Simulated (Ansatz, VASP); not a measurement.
Lu: VASP beside Ansatz

INCAR

```
PREC = Accurate
ENCUT = 520
EDIFF = 1E-7
ISMEAR = -1
SIGMA = 0.1
LREAL = False
LASPH = True
NELM = 100
ALGO = Normal
ISIF = 2
LWAVE = False
LCHARG = True
GGA = RE
LELF = True
LVHAR = True
NBANDS = 32
```

KPOINTS

```
Automatic mesh
0
Gamma
  8 8 8
```

Contents of POSCAR:

```
Lu
1.0
    0.0000000000      3.6575065202      3.6575065202
    3.6575065202      0.0000000000      3.6575065202
    3.6575065202      3.6575065202      0.0000000000
Lu
2
Direct
    0.1250000000      0.1250000000      0.1250000000
    0.8750000000      0.8750000000      0.8750000000
```

Input for Ansatz:

```yaml
crystal:
  lattice:
    - [0.0, 3.6575065202, 3.6575065202]
    - [3.6575065202, 0.0, 3.6575065202]
    - [3.6575065202, 3.6575065202, 0.0]
  atoms:
    - { symbol: Lu, position: [0.125, 0.125, 0.125] }
    - { symbol: Lu, position: [0.875, 0.875, 0.875] }
hamiltonian:
  xc: revpbe
  pseudopotentials:
    kind: paw
    azcp:
      Lu: "pseudopotentials/Lu.paw.azcp"
basis:
  ecutwfc: 420
  fft_grid_basis: typed
kpoints:
  mp_grid: { grid: [8, 8, 8], shift: [0, 0, 0] }
magnetization:
  spin_polarized: false
scf:
  occupations: { method: fermi_dirac, width: 0.1 }
  lower_state_search: "off"
output:
  stress: true
  write_density: true
  write_potential: true
  elf: true
  volumetric_format: npy
```

Alike in both runs: task single point; functional revPBE; k mesh 8 × 8 × 8; occupations fermi-dirac, width 0.1 eV; no spin polarisation.

```csv
,VASP,Ansatz
version,VASP 6.6.1,Ansatz 0.2.0
potentials or method,"VASP PAW PBE potentials, release 64 (Lu)","plane waves (420 eV) with PAW, scalar-relativistic"
plane-wave cutoff (eV),520,420
valence electrons in the cell,50,50
```

|  | VASP | Ansatz | Ansatz less VASP |
| --- | --- | --- | --- |
| pressure (GPa) | 1.1 | 1.1 | -0.03 |

The functional is the same, so the differences come from potentials, cutoffs and numerics.

Caveats: the PAW data sets were made with another functional, which shifts forces and pressure a little (VASP). Spin-orbit coupling is left out, which matters for the levels of Lu.
